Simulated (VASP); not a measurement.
# AlN (P6_3mc) in VASP: notebook, part 2 of 2

VASP 6.6.1. Earlier steps stand in the parts before.

## 3. Relaxation of cell and atoms, r2SCAN+rVV10

Contents of INCAR:

```
  ALGO = Normal
  BPARAM = 11.95
  CPARAM = 0.0093
  EDIFF = 1E-7
  EDIFFG = -0.005
  ENCUT = 600
  IBRION = 2
  ISIF = 3
  ISMEAR = 0
  IVDW_NL = 2
  LASPH = True
  LCHARG = False
  LMIXTAU = True
  LREAL = False
  LUSE_VDW = True
  LWAVE = False
  METAGGA = R2SCAN
  NELM = 100
  NSW = 90
  PREC = Accurate
  SIGMA = 0.02
```

Contents of KPOINTS:

```
k-points
0
Gamma
  9 9 6
```

Contents of POSCAR:

```
AlN
1.0
    3.1285881400      0.0000000000      0.0000000000
   -1.5642940700      2.7094368000      0.0000000000
    0.0000000000      0.0000000000      5.0169550000
Al N
2 2
Direct
    0.6666666700      0.3333333300      0.4992870000
    0.3333333300      0.6666666700      0.9992870000
    0.6666666700      0.3333333300      0.8807130000
    0.3333333300      0.6666666700      0.3807130000
```

Potentials or basis: VASP PAW PBE potentials, release 64 (Al, N).

Run with:

```sh
$ cat potpaw_PBE.64/Al/POTCAR potpaw_PBE.64/N/POTCAR > POTCAR
$ mpirun -np 1 vasp_std > vasp.out
```

OUTCAR:

```text
BPARAM = 11.95
   EDIFF = 1E-7
   EDIFFG = -0.005
   ENCUT = 600
   IBRION = 2
   ISIF = 3
   ISMEAR = 0
   IVDW_NL = 2
   LASPH = True
   LREAL = False
   METAGGA = R2SCAN
   NELM = 100
   NSW = 90
   PREC = Accurate

 ion  position               nearest neighbor table
   1  0.667  0.333  0.499-   4 1.90   4 1.90   4 1.90   3 1.91   2 3.09   2 3.09   2 3.09   2 3.09
                             2 3.09   2 3.09
   2  0.333  0.667  0.999-   3 1.90   3 1.90   3 1.90   4 1.91   1 3.09   1 3.09   1 3.09   1 3.09
                             1 3.09   1 3.09
   3  0.667  0.333  0.881-   2 1.90   2 1.90   2 1.90   1 1.91
   4  0.333  0.667  0.381-   1 1.90   1 1.90   1 1.90   2 1.91

  LATTYP: Found a hexagonal cell.
 ALAT       =     3.1285881400
 C/A-ratio  =     1.6035843567

  Lattice vectors:

 A1 = (   3.1285881400,   0.0000000000,   0.0000000000)
 A2 = (  -1.5642940700,   2.7094368000,   0.0000000000)
 A3 = (   0.0000000000,   0.0000000000,   5.0169550000)

Analysis of symmetry for initial positions (statically):
=====================================================================
 Subroutine PRICEL returns:
 Original cell was already a primitive cell.

 Routine SETGRP: Setting up the symmetry group for a
 hexagonal supercell.

 Subroutine GETGRP returns: Found 12 space group operations
 (whereof  6 operations were pure point group operations)
 out of a pool of 24 trial point group operations.

The static configuration has the point symmetry C_3v.
 The point group associated with its full space group is C_6v.

Analysis of symmetry for dynamics (positions and initial velocities):
=====================================================================
 Subroutine PRICEL returns:
 Original cell was already a primitive cell.

 Routine SETGRP: Setting up the symmetry group for a
 hexagonal supercell.

 Subroutine GETGRP returns: Found 12 space group operations
 (whereof  6 operations were pure point group operations)
 out of a pool of 24 trial point group operations.

The dynamic configuration has the point symmetry C_3v.
 The point group associated with its full space group is C_6v.

 Subroutine INISYM returns: Found 12 space group operations
 (whereof  6 operations are pure point group operations),
 and found     1 'primitive' translations

----------------------------------------------------------------------------------------

                                     Primitive cell

  volume of cell :      42.5273

  direct lattice vectors                    reciprocal lattice vectors
     3.128588140  0.000000000  0.000000000     0.319632996  0.184540197  0.000000000
    -1.564294070  2.709436800  0.000000000     0.000000000  0.369080393  0.000000000
     0.000000000  0.000000000  5.016955000     0.000000000  0.000000000  0.199324092

  length of vectors
     3.128588140  3.128588134  5.016955000     0.369080393  0.369080393  0.199324092

  position of ions in fractional coordinates (direct lattice)
     0.666666670  0.333333330  0.499287000
     0.333333330  0.666666670  0.999287000
     0.666666670  0.333333330  0.880713000
     0.333333330  0.666666670  0.380713000

  ion indices of the primitive-cell ions
   primitive index   ion index
                 1           1
                 2           2
                 3           3
                 4           4
[... 68 lines left out ...]
   LSORBIT =      F    spin-orbit coupling
   LASPH  =      T    aspherical Exc in radial PAW
   ENCUT  =  600.0 eV  44.10 Ry    6.64 a.u.   6.25  6.25 10.02*2*pi/ulx,y,z
   NELM   =    100;   NELMIN=  2; NELMDL= -5     # of ELM steps
   EDIFF  = 0.1E-06   stopping-criterion for ELM
   LREAL  =      F    real-space projection
   EDIFFG = -.5E-02   stopping-criterion for IOM
   NSW    =     90    number of steps for IOM
   IBRION =      2    ionic relax: 0-MD 1-quasi-New 2-CG
   NFREE  =      1    steps in history (QN), initial steepest desc. (CG)
   ISIF   =      3    stress and relaxation
   ISYM   =      2    0-nonsym 1-usesym 2-fastsym
   POTIM  = 0.5000    time-step for ionic-motion
   TEBEG  =    0.0;   TEEND  =   0.0 temperature during run
   PSTRESS=    0.0 pullay stress
   NELECT =      16.0000    total number of electrons
   NUPDOWN=      -1.0000    fix difference up-down
   EMIN   =  10.00;   EMAX   =-10.00  energy-range for DOS
   EFERMI =   0.00;   METHOD = LEGACY
   ISMEAR =     0;   SIGMA  =   0.02  broadening in eV -4-tet -1-fermi 0-gaus
   EFERMI_NEDOS =   21; number of points for ismear=-14 and -15
   IALGO  =     38    algorithm
   IMIX   =      4    mixing-type and parameters
     AMIX     =   0.40;   BMIX     =  1.00
     AMIX_MAG =   1.60;   BMIX_MAG =  1.00
  volume/ion in A,a.u.               =      10.63        71.75
  Fermi-wavevector in a.u.,A,eV,Ry     =   1.181841  2.233355 19.003903  1.396747
  Thomas-Fermi vector in A             =   2.318106
   LORBIT       =      0    0 simple, 1 ext, 2 COOP (PROOUT), +10 PAW based schemes
   METAGGA = R2SCAN    functional components
   LHFCALC =     F    Hartree Fock is set to
   AEXX    =    0.0000 exact exchange contribution
   IVDW_NL    =     2    kernel type
   BPARAM     =11.9500
   IVDW    =     0    specifies the selected vdW correction
   LEPSILON=     F    determine dielectric tensor
   LRPA    =     F    only Hartree local field effects (RPA)
 conjugate gradient relaxation of ions
 non-spin polarized calculation
 Gauss-broadening in eV      SIGMA  =   0.02
  energy-cutoff  :      600.00
  volume of cell :       42.53
 maximum number of plane-waves:      1436
 NGX is ok and might be reduce to    28
   NGX = 13   NGY = 13   NGZ = 21

--------------------------------------- Ionic step        1  -------------------------------------------

 number of electron      15.9999999 magnetization

 Free energy of the ion-electron system (eV)
  ---------------------------------------------------
  ext. energy  EPLUGINS =         0.00000000
  ---------------------------------------------------
  free energy    TOTEN  =       -38.06442215 eV

  energy without entropy =      -38.06442215  energy(sigma->0) =      -38.06442215

------------------------ aborting loop because EDIFF is reached ----------------------------------------

  FORCE on cell =-STRESS in cart. coord.  units (eV):
  Direction    XX          YY          ZZ          XY          YZ          ZX
  --------------------------------------------------------------------------------------
  -------------------------------------------------------------------------------------
  Total       -1.4437766     -1.4437766     -1.3949544      0.0000000     -0.0000000      0.0000000
  in kB      -54.3929914    -54.3929912    -52.5536602      0.0000000     -0.0000000      0.0000000
  external PRESSURE =     -53.7798809 kB  Pullay stress =       0.0000000 kB
[... 215 lines left out ...]
--------------------------------------- Ionic step        7  -------------------------------------------

 number of electron      15.9999999 magnetization

 Free energy of the ion-electron system (eV)
  ---------------------------------------------------
  ext. energy  EPLUGINS =         0.00000000
  ---------------------------------------------------
  free energy    TOTEN  =       -38.08325962 eV

  energy without entropy =      -38.08325962  energy(sigma->0) =      -38.08325962

 E-fermi :   6.0424     XC(G=0): -11.4758

 val. band max:        5.9587921535   @ k =   0.0000   0.0000   0.0000
 cond. band min:      10.8757159978   @ k =   0.0000   0.0000   0.0000
 fundamental gap:      4.9169238443
 Fermi energy:         6.0423939462

 k-point     1 :       0.0000    0.0000    0.0000
  band No.  band energies     occupation
      1     -10.0621      2.00000
      2      -7.9181      2.00000
      3      -0.1526      2.00000
      4       5.0650      2.00000
      5       5.0650      2.00000
      6       5.7283      2.00000
      7       5.7283      2.00000
      8       5.9588      2.00000
      9      10.8757      0.00000
     10      13.5018      0.00000
     11      17.5743      0.00000
     12      18.0021      0.00000
[... 331 lines left out ...]
 k-point    24 :       0.3333    0.3333    0.1667
  band No.  band energies     occupation
      1      -7.5548      2.00000
      2      -7.5548      2.00000
      3       1.1418      2.00000
      4       1.7400      2.00000
      5       1.7400      2.00000
      6       3.1795      2.00000
      7       4.0564      2.00000
      8       4.0564      2.00000
      9      12.0081      0.00000
     10      15.0306      0.00000
     11      15.9421      0.00000
     12      15.9421      0.00000

 [... further k-points ...]

------------------------ aborting loop because EDIFF is reached ----------------------------------------

  FORCE on cell =-STRESS in cart. coord.  units (eV):
  Direction    XX          YY          ZZ          XY          YZ          ZX
  --------------------------------------------------------------------------------------
  -------------------------------------------------------------------------------------
  Total       -0.0042624     -0.0042624     -0.0113778      0.0000000      0.0000000      0.0000000
  in kB       -0.1648722     -0.1648722     -0.4401002      0.0000000      0.0000000      0.0000000
  external PRESSURE =      -0.2566149 kB  Pullay stress =       0.0000000 kB
[... 19 lines left out ...]
  FREE ENERGIE OF THE ION-ELECTRON SYSTEM (eV)
  ---------------------------------------------------
  free  energy   TOTEN  =       -38.0832596184 eV

  energy  without entropy=      -38.0832596184  energy(sigma->0) =      -38.08325962

 reached required accuracy - stopping structural energy minimisation
```

It took 9.1 min on 1 thread of Intel Xeon 6975P-C (Granite Rapids), shared host; peak memory 0.32 GiB.

Results:

- Free energy: -38.0833 eV
- Relaxed volume: 10.36 Å³/atom
- Relaxed cell: a = 3.102 Å, b = 3.102 Å, c = 4.970 Å, α = 90.00°, β = 90.00°, γ = 120.00°
- Space group after relaxing (to 0.05 Å): P6_3mc (No. 186)
- Energy gained by relaxing: 4.7 meV/atom
- Ionic steps: 7
- Pressure after relaxing: 0.0 GPa
- Largest force after relaxing: 0.004 eV/Å
- Band gap on the k mesh: 4.92 eV, direct

Forces on the atoms (eV/Å):
```
Al   0.000  0.000  0.004
Al   0.000  0.000  0.004
N    0.000  0.000 -0.004
N    0.000  0.000 -0.004
```

Step by step:
```tsv
step	energy change (eV)	largest force (eV/Å)	pressure (GPa)	volume (Å³)
1	0.0000	0.0024	-5.38	42.53
2	0.0002	0.0138	5.80	40.37
3	-0.0188	0.0059	-0.09	41.44
4	-0.0188	0.0061	0.02	41.41
5	-0.0188	0.0097	0.03	41.41
6	-0.0188	0.0107	0.03	41.41
7	-0.0188	0.0037	-0.03	41.42
```

Final structure:
```
Al N
1.0
     3.10222    0.00000    0.00000
    -1.55111    2.68660    0.00000
     0.00000    0.00000    4.96982
Al N
2 2
Direct
  0.66667 0.33333 0.49911
  0.33333 0.66667 0.99911
  0.66667 0.33333 0.88089
  0.33333 0.66667 0.38089
```

Levels at points of the mesh, in eV from the valence-band top:
```tsv
k point	band 5	band 6	band 7	band 8	band 9	band 10	band 11	band 12
(0.00, 0.00, 0.00)	-0.89	-0.23	-0.23	0.00	4.92	7.54	11.62	12.04
(0.00, 0.00, 0.50)	-0.57	-0.57	-0.57	-0.57	7.26	7.26	11.32	11.32
```

Caveat: the PAW data sets were made with another functional, which shifts forces and pressure a little; an odd mesh through Γ misses points on the zone boundary, where band edges often lie.
